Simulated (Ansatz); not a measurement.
ZrO2:
```cif
data_O8Zr4
_chemical_formula_sum 'Zr4 O8'
_space_group_name_H-M_alt 'P21/c'
_space_group_IT_number 14
_space_group_name_Hall '-P 2ybc'
_cell_length_a 5.12799
_cell_length_b 5.21129
_cell_length_c 5.29559
_cell_angle_alpha 90.000
_cell_angle_beta 99.610
_cell_angle_gamma 90.000
loop_
_space_group_symop_operation_xyz
  'x, y, z'
  '-x, -y, -z'
  '-x, y+1/2, -z+1/2'
  'x, -y+1/2, z+1/2'
loop_
_atom_site_label
_atom_site_type_symbol
_atom_site_symmetry_multiplicity
_atom_site_Wyckoff_symbol
_atom_site_fract_x
_atom_site_fract_y
_atom_site_fract_z
_atom_site_occupancy
Zr1 Zr 4 e 0.27719 0.04324 0.20940 1
O1 O 4 e 0.07002 0.33652 0.34129 1
O2 O 4 e 0.55137 0.25772 0.02036 1
```

Relaxed with PBEsol.

Q: Decompose the optical modes at the zone centre into irreducible representations, and say which are infrared and Raman allowed.

A: Point group 2/m: Γ_opt = 9Ag + 8Au + 9Bg + 7Bu. Infrared: Au, Bu. Raman: Ag, Bg.

Q: Assign frequencies (DFPT, PBEsol in the plane-wave PAW code Ansatz; without the LO–TO term).

A: Ag 107, Bg 168, Ag 174, Au 175, Ag 183, Bg 220, Bu 220, Au 238, Au 249, Bu 297, Ag 308, Bu 309, Bg 313, Bg 325, Ag 338, Au 342, Bu 349, Ag 376, Bg 378, Au 391, Bu 405, Ag 460, Au 468, Bu 476, Bg 480, Bg 526, Ag 537, Au 562, Bg 593, Ag 618, Au 627, Bu 704, Bg 737 cm⁻¹.

Subscripts of B labels follow the axes of the standard setting.

Space group P2_1/c. Symmetry was held in the PBEsol relaxation. The run is not spin-polarised.

Potentials: the later of the program's two PAW sets.
